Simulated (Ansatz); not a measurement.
Relaxed-ion elastic tensor of NaBr (rock salt, Fm-3m) in GPa (Voigt order), plane-wave PAW r²SCAN (Ansatz code); density 3.25 g/cm³, 26.30 Å³ per atom.

```
47.6   9.8   9.8   0.0   0.0   0.0
 9.8  47.6   9.8   0.0   0.0   0.0
 9.8   9.8  47.6   0.0   0.0   0.0
 0.0   0.0   0.0  10.9   0.0   0.0
 0.0   0.0   0.0   0.0  10.9   0.0
 0.0   0.0   0.0   0.0   0.0  10.9
```

Q: Is the crystal mechanically stable?

A: Yes: the smallest eigenvalue of C is 10.9 GPa.

Q: Work out the Voigt, Reuss and Hill averages.

A: K_V = 22.4, K_R = 22.4, K_H = 22.4; G_V = 14.1, G_R = 13.1, G_H = 13.6 GPa.

Q: Give Young's modulus, Poisson's ratio, Pugh's ratio and the universal anisotropy index.

A: E = 9KG/(3K + G) = 33.9 GPa; ν = 0.25; K/G = 1.65 (near the Pugh limit of 1.75, no verdict); A_U = 5G_V/G_R + K_V/K_R − 6 = 0.38.

Q: Estimate the sound speeds and the Debye temperature.

A: v_l = √((K + 4G/3)/ρ) = 3530 m/s, v_t = √(G/ρ) = 2040 m/s, mean 2270 m/s; Θ = (h/k)(3n/4πV)^(1/3) v_m = 227 K.

Q: Give the Zener ratio and Young's modulus along [100], [110] and [111].

A: A = 2C44/(C11 − C12) = 0.58; 1/E = S11 − 2(S11 − S12 − S44/2)Γ with Γ = 0, 1/4, 1/3 gives 44.2, 30.9, 28.0 GPa.

Q: Solve the Christoffel equation for the three sound speeds along [100], [110], [111].

A: Eigenvalues of C_ijkl n_j n_l equal ρv². In km/s, slowest first: [100] 1.83, 1.83, 3.83; [110] 1.83, 2.41, 3.49; [111] 2.23, 2.23, 3.37.

The r²SCAN relaxation kept the symmetry of its start; phonons on a q-mesh show no instability.

Potentials: the later of the program's two PAW sets.
